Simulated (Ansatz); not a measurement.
# TaC

Level of theory: DFT, PBE with spin–orbit coupling, two-component spinors; plane waves to 420 eV with PAW datasets (Ansatz 0.2.0), Γ-centred 14×14×14 mesh, 0.05 eV Gaussian smearing. The datasets are Ansatz's generated set soft_2.

```yaml
crystal:
  lattice:
    - [0.00000, 2.23695, 2.23695]
    - [2.23695, 0.00000, 2.23695]
    - [2.23695, 2.23695, 0.00000]
  atoms:
    - { symbol: Ta, position: [0.00000, 0.00000, 0.00000] }
    - { symbol: C, position: [0.50000, 0.50000, 0.50000] }
```

The chain of runs began from a cell as deposited in COD, expanded in volume.

The run above is the reference. The same cell was run again with other input settings; several of them aren't fit for production, so the rows show the settings' effect and aren't properties of the material.

| keys changed | outcome | ΔE (meV/atom) | P (GPa) | gap on the mesh (eV) | cell moment (μB) | largest force component (eV/Å) | SCF iterations | rough core-seconds | new warnings |
| --- | --- | --- | --- | --- | --- | --- | --- | --- | --- |
| none (reference) | converged | 0.0 | 0.0 | metal | 0.00 (no moment typed) | 0.000 | – | – | – |
| kpoints.mp_grid.grid: [14, 14, 14] → [9, 9, 9]; scf.mixing.preconditioner: "kerker"; hamiltonian.xc: "pbe" → "revpbe" | converged | – | 3.2 | metal | 0.00 (no moment typed) | 0.000 | 7 | 3 | – |
| basis.ecutrho_ratio: 4 → 12 | converged | 0.0 | 0.0 | metal | 0.00 (no moment typed) | 0.000 | 7 | 9 | – |
| scf.initial_density.chi_scale: 0.0; basis.xc_grid: 2 | converged | 0.0 | 0.0 | metal | 0.00 (no moment typed) | 0.000 | 8 | 9 | – |

These changes also left energy (to 0.1 meV/atom), pressure, gap, moment and forces as in the reference: basis.ecutrho_ratio: 4 → 8; scf.initial_density.chi_scale: 0.3; scf.eigensolver.kind: "davidson".

ΔE is the energy with the smearing extrapolated to zero. It is left out where the change alters the Hamiltonian or the spin treatment. The varied runs start from atomic densities (corrected by the program's trained start where that serves), with the default search for lower states unless a row changes it.

Problem. What happens with these changes: hamiltonian.hubbard: {"sites": [{"species": "Ta", "l": "d", "u_eff": 5.0}], "double_counting": "amf"}; kpoints.mp_grid.grid: [14, 14, 14] → [9, 9, 9]; basis.ecutrho_ratio: 4 → 8?

Solution. outcome converged, P (GPa) 0.4, gap on the mesh (eV) metal, cell moment (μB) 0.00 (no moment typed), largest force component (eV/Å) 0.000, SCF iterations 8, rough core-seconds 11, new warnings filled band counts differ across k points.

3 further runs (cut off, refused for memory, with changed atoms or starts, or in doubt) are left out.
